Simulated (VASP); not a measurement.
# Settings for Sn: energy along a vibration (SMASS = -2)

Sn, atoms displaced along the mode, 2 atoms in the cell. PBEsol, energy along a line of displacements; PAW potentials Sn_d (PBE set). VASP 6.6.1.

Wanted: harmonic frequency within 1 %.

Mode: optical mode at Gamma along [111].

POSCAR:
```
Sn
1.0
    0.0000000000      3.2333428000      3.2333428000
    3.2333428000      0.0000000000      3.2333428000
    3.2333428000      3.2333428000      0.0000000000
Sn
2
Direct
    0.2464287717      0.2464287717      0.2464287717
    0.0035712283      0.0035712283      0.0035712283

    0.0057735027   0.0057735027   0.0057735027
   -0.0057735027  -0.0057735027  -0.0057735027
```

The series start from k mesh: 5 × 5 × 5; Cutoff (eV): 320; Step along the mode (Å): 0.02; Electronic threshold (eV): 1e-7; Smearing width (eV): 0.15; Precision and projection: Accurate, reciprocal space. Each series keeps the choices made before it, and each single choice may use up half of a tolerance.

## k mesh

| k mesh | Harmonic frequency (THz) | Time (s) |
|---|---|---|
| 2 × 2 × 2 | -1.597 | 16 |
| 3 × 3 × 3 | 1.926 | 20 |
| 4 × 4 × 4 | 5.345 | 33 |
| 5 × 5 × 5 | 5.446 | 51 |
| 7 × 7 × 7 | 5.803 | 117 |
| 8 × 8 × 8 | 5.697 | 151 |
| 10 × 10 × 10 (reference) | 5.583 | 307 |

Chosen: 10 × 10 × 10; the next looser run is off by more than half of the tolerance, so convergence isn't shown beyond this value.

## Cutoff (eV)

| Cutoff (eV) | Harmonic frequency (THz) | Time (s) |
|---|---|---|
| 170 | 4.761 | 124 |
| 210 | 5.615 | 181 |
| 240 | 5.578 | 168 |
| 280 | 5.587 | 248 |
| 320 | 5.583 | 307 |
| 360 (reference) | 5.584 | 283 |

Chosen: 240, the loosest value from which every tighter one stays within half of the tolerance.

## Electronic threshold (eV)

| Electronic threshold (eV) | Harmonic frequency (THz) | Time (s) |
|---|---|---|
| 0.001 | 5.562 | 118 |
| 0.0001 | 5.578 | 122 |
| 1e-5 | 5.578 | 125 |
| 1e-6 | 5.577 | 120 |
| 1e-7 | 5.578 | 168 |
| 1e-8 (reference) | 5.578 | 204 |

Chosen: 0.001.

## Smearing width (eV)

| Smearing width (eV) | Harmonic frequency (THz) | Time (s) |
|---|---|---|
| 0.4 | 5.668 | 123 |
| 0.3 | 5.628 | 117 |
| 0.2 | 5.572 | 132 |
| 0.15 | 5.562 | 118 |
| 0.1 (reference) | 5.597 | 136 |

Chosen: 0.1; the next looser run is off by more than half of the tolerance, so convergence isn't shown beyond this value.

## Precision and projection

| Precision and projection | Harmonic frequency (THz) | Time (s) |
|---|---|---|
| Accurate, reciprocal space | 5.597 | 136 |
| Normal, reciprocal space | 5.667 | 81 |
| Normal, Auto | 5.665 | 93 |

Chosen: Accurate, reciprocal space; no other choice that stays within half of the tolerance saves 30 % of the time.

## All choices together

| Input | Harmonic frequency (THz) | Time (s) |
|---|---|---|
| defaults on a coarse mesh (naive) | 3.304 | 3.6 |
| chosen settings | 5.597 | 136 |
| reference settings throughout | 5.625 | 282 |

The chosen settings stay within the tolerance of the reference run, but the reference itself isn't shown to be converged in: k mesh, Smearing width (eV).

## The input

INCAR:
```
SYSTEM = Sn
GGA      = PS             ! functional
PREC     = Accurate       ! precision mode
ENCUT    = 240            ! plane-wave cutoff, eV
EDIFF    = 0.001          ! SCF threshold, eV
ALGO     = Normal         ! electronic algorithm
LREAL    = .FALSE.        ! projectors in reciprocal space
LASPH    = .TRUE.         ! aspherical terms in the spheres
ISMEAR   = 1              ! smearing method
SIGMA    = 0.1            ! smearing width, eV
ISYM     = 0            
LWAVE    = .FALSE.        ! write WAVECAR
LCHARG   = .FALSE.        ! write CHGCAR
IBRION   = 0              ! ionic algorithm
SMASS    = -2           
POTIM    = 1              ! step
NSW      = 9              ! ionic steps
NELMIN   = 4            
KPAR     = 2             
```

KPOINTS:
```
Automatic mesh
0
Gamma
  10 10 10
  0 0 0
```

Commands:
```
cat potpaw_PBE.64/Sn_d/POTCAR > POTCAR
mpirun -np 2 vasp_std > vasp.out
```

Limits: NELMIN = 4 forces that many electronic steps, so a loose EDIFF looks better here than it is.

The chosen input took VASP 6.6.1 136 s on 2 cores (AMD EPYC 9R45 (Zen 5)), a shared host.

## An input that fails: POTIM multiplies the typed steps tenfold

It runs to its end, but against the unchanged starting input it is off by 693 % in the harmonic frequency.

Changes against the starting input:
```
- POTIM = 1
+ POTIM = 10
```
